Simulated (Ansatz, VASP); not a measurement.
## One calculation of MnSi, two programs

```
CELL_PARAMETERS angstrom
4.51771 0.00000 0.00000
0.00000 4.51771 0.00000
0.00000 0.00000 4.51771
ATOMIC_POSITIONS crystal
Mn 0.13641 0.13641 0.13641
Mn 0.36359 0.86359 0.63641
Mn 0.63641 0.36359 0.86359
Mn 0.86359 0.63641 0.36359
Si 0.84519 0.84519 0.84519
Si 0.65481 0.15481 0.34519
Si 0.34519 0.65481 0.15481
Si 0.15481 0.34519 0.65481
```

Alike in both runs: task single point; functional PBE; k mesh 8 × 8 × 8; occupations gaussian, width 0.1 eV; collinear spin.

|  | VASP | Ansatz |
| --- | --- | --- |
| version | VASP 6.6.1 | Ansatz 0.2.0 |
| potentials or method | VASP PAW PBE potentials, release 64 (Mn_pv, Si) | scalar-relativistic, plane waves, PAW |
| plane-wave cutoff (eV) | 520 | 420 |
| valence electrons in the cell | 68 | 76 |

Ansatz gave:

```
gap on the k mesh at the Fermi level (eV)                     : none
pressure (GPa)                                                : 0.0
rms of the force components (eV/Å)                            : 0.001
net moment per atom (μB)                                      : 0.49
size of the moment on the site where the two differ most (μB) : 0.99
```

What did VASP give for the same quantities?

gap on the k mesh at the Fermi level (eV): none; pressure (GPa): 0.0; rms of the force components (eV/Å): 0.006; net moment per atom (μB): 0.49; size of the moment on the site where the two differ most (μB): 1.04.

Site moments also hang on the region over which each program counts them. Atom by atom the forces differ by 0.006 eV/Å (rms over components). A gap of «none» marks a metal or a gap that the smearing closes. The two sets of potentials don't hold the same shells in valence. Ansatz warned: «moment_headroom_below_auto».
